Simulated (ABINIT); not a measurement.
As, 1 atom in the cell. The typed cell holds 1 atom: a = 2.999 Å, b = 2.598 Å, c = 2.582 Å, α = 78.73°, β = 76.84°, γ = 93.49°. 

| Property | Result |
| --- | --- |
| Program | ABINIT 10.8.3 (patched build) |
| Task | single point |
| Functional | LDA |
| Potentials or basis | HGH LDA |
| Cutoff | 381 eV |
| k mesh | 7 × 8 × 8 |
| Occupations | fermi-dirac, width 0.05 eV |
| Spin | no spin polarisation |

Potentials or basis: HGH LDA.

Run with:

```bash
$ abinit run.abi > log 2>&1
```

Hardware: 1 thread of Arm Neoverse V1, on a shared host.

Question: Estimate the wall time of this run.

Answer: Wall time 7.1 s on 1 thread of Arm Neoverse V1, with other jobs on the host, peak memory 0.06 GiB. Counts: scf iterations 6, mpi ranks 1, k points 226, bands 7, plane waves 333.
